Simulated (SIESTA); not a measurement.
BeTe:

```xyz
2
Lattice="0.0000 2.7700 2.7700 2.7700 0.0000 2.7700 2.7700 2.7700 0.0000" Properties=species:S:1:pos:R:3 pbc="T T T"
Te    4.1550    4.1550    4.1550
Be    0.0000    0.0000    0.0000
```

Base run:

- Program: SIESTA 5.4.2
- Functional: PBEsol
- Potentials or basis: PseudoDojo 0.4 standard (PBEsol files)
- Basis: DZP (energy shift 0.003 Ry; two zetas on semicore shells)
- Grid cutoff: 800 Ry
- Energy shift: 0.003 Ry
- k mesh: 8 × 8 × 8
- Occupations: fermi-dirac, width 0.05 eV
- Spin: no spin polarisation

Its results: band gap on the k mesh 1.83 eV, indirect (least direct gap 3.56 eV); pressure 2.5 GPa.

Task: The run is repeated on the same cell with these changes: functional from PBEsol to PBE; potentials or basis from PseudoDojo 0.4 standard (PBEsol files) to PseudoDojo 0.4 standard (PBE files). What comes out?

Result: Band gap on the k mesh 1.94 eV, indirect (least direct gap 3.56 eV); pressure 3.8 GPa.

Caveats: short orbitals over semicore shells can move pressures by several GPa; spin-orbit coupling is left out, which moves the levels of the heavy elements; the basis of atomic orbitals isn't converged, which shifts pressures, moduli and gaps; the basis holds too few empty states to meet the f-sum rule, so the spectrum is short of weight at high energy (some runs).
